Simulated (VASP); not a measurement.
Write the native input for VASP 6.6.1 that does the following.

* Task: single point
* Functional: PBE
* Potentials or basis: VASP PAW PBE potentials, release 64 (Ag, Cl)
* Cutoff: 520 eV
* k mesh: 6 × 6 × 6
* Occupations: gaussian, width 0.01 eV
* Spin: no spin polarisation
* Dipole correction: no
* Further INCAR settings: ALGO = Normal; EDIFF = 1e-06; NBANDS = 16

The structure of AgCl (Chlorargyrite) lies in POSCAR:

```
AgCl
1.0
    0.0000000000      2.7731725651      2.7731725651
    2.7731725651      0.0000000000      2.7731725651
    2.7731725651      2.7731725651      0.0000000000
Ag Cl
1 1
Direct
    0.0000000000      0.0000000000      0.0000000000
    0.5000000000      0.5000000000      0.5000000000
```

One way to write it, as run:

INCAR

```
  PREC = Accurate
  ENCUT = 520
  EDIFF = 1E-6
  ISMEAR = 0
  SIGMA = 0.01
  LREAL = False
  LASPH = True
  NELM = 60
  ALGO = Normal
  ISIF = 2
  LWAVE = False
  LCHARG = False
  GGA = PE
  NBANDS = 16
```

KPOINTS

```
regular mesh
0
Gamma
  6 6 6
```

Potentials or basis: VASP PAW PBE potentials, release 64 (Ag, Cl).

Run with:

```bash
$ cat potpaw_PBE.64/Ag/POTCAR potpaw_PBE.64/Cl/POTCAR > POTCAR
$ mpirun -np 1 vasp_std > vasp.out
```

It gave:

The pressure is 1.5 GPa and the band gap on the k mesh is 0.91 eV, indirect (least direct gap 3.23 eV).

Wall time 38 s on 1 thread of AMD EPYC 7R43 64-Core Processor (Zen 3), with other jobs on the host, peak memory 0.12 GiB.
